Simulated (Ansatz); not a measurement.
LiCl in the wurtzite structure (r2SCAN geometry), in Ansatz:

```
Li Cl
1.0
     3.89418    0.00000    0.00000
    -1.94709    3.37246    0.00000
     0.00000    0.00000    6.22446
Li Cl
2 2
Direct
  0.33333 0.66667 0.99687
  0.66667 0.33333 0.49687
  0.33333 0.66667 0.37813
  0.66667 0.33333 0.87813
```

G0W0@PBE with 307 empty bands, a screening cutoff of 140 eV and a 6×6×2 mesh (PAW, contour deformation) gives 8.720 eV over the mesh points, from a PBE gap of 6.020 eV; it sums over 317 bands with 313 plane waves in the screening and a wave cutoff of 420 eV. G0W0 values are finite-basis, finite-mesh values. These are computed values for a spin-unpolarised cell that may be hypothetical; none is a measurement.

(1) Estimate the gap with starting point HSE06.

(2) Estimate the gap with empty bands 132, screening cutoff 80 eV.

(3) Estimate the gap with frequency model Godby-Needs pole.

## Answers

(1) 9.323 eV (+0.603 eV), from a Kohn-Sham gap of 7.353 eV.

(2) 8.529 eV (-0.191 eV), from a Kohn-Sham gap of 6.020 eV.

(3) 8.679 eV (-0.041 eV), from a Kohn-Sham gap of 6.020 eV.
